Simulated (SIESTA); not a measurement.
Crystal: Ta2N.

```xyz
3
Lattice="3.1129 0.0000 0.0000 -1.5564 2.6958 0.0000 0.0000 0.0000 4.8698" Properties=species:S:1:pos:R:3 pbc="T T T"
Ta    0.0000    1.7972    1.2404
Ta    1.5564    0.8986    3.6294
N     0.0000    0.0000    0.0000
```

The cell comes from a database or a generator and needn't be the stable form of this composition.

```yaml
Program: SIESTA 5.4.2
Task: single point
Functional: PBEsol
Potentials_or_basis: PseudoDojo 0.4 standard (PBEsol files)
Basis: DZP (energy shift 0.003 Ry; two zetas on semicore shells)
Grid_cutoff: 800 Ry
Energy_shift: 0.003 Ry
k_mesh: 10 × 10 × 6
Occupations: fermi-dirac, width 0.05 eV
Spin: no spin polarisation
```

On this cell: pressure -6.2 GPa; largest force 0.255 eV/Å; band gap on the k mesh none (metal or under the smearing width).

The same run follows on a disturbed copy (atoms moved at random, drawn with an rms of 0.05 Å):

```
Ta N
1.0
     3.11286    0.00000    0.00000
    -1.55643    2.69582    0.00000
     0.00000    0.00000    4.86984
Ta N
2 1
Direct
  0.32460 0.65342 0.25129
  0.69069 0.34223 0.74321
  0.99834 0.00588 0.00396
```

Question: What changes?

Answer: The energy (extrapolated to zero smearing) moves by +11.4 meV/atom; pressure -5.5 GPa; largest force 0.803 eV/Å; band gap on the k mesh none (metal or under the smearing width).

Forces on the atoms (eV/Å):
```
Ta  -0.039  0.396  0.653
Ta  -0.472  0.000 -0.176
N    0.511 -0.396 -0.477
```

Stress tensor (GPa, compression positive):
```
-5.45  0.09  1.11
 0.09 -5.07  1.19
 1.11  1.19 -5.95
```

Caveats: short orbitals over semicore shells can move pressures by several GPa; the basis of atomic orbitals isn't converged, which shifts pressures, moduli and gaps.
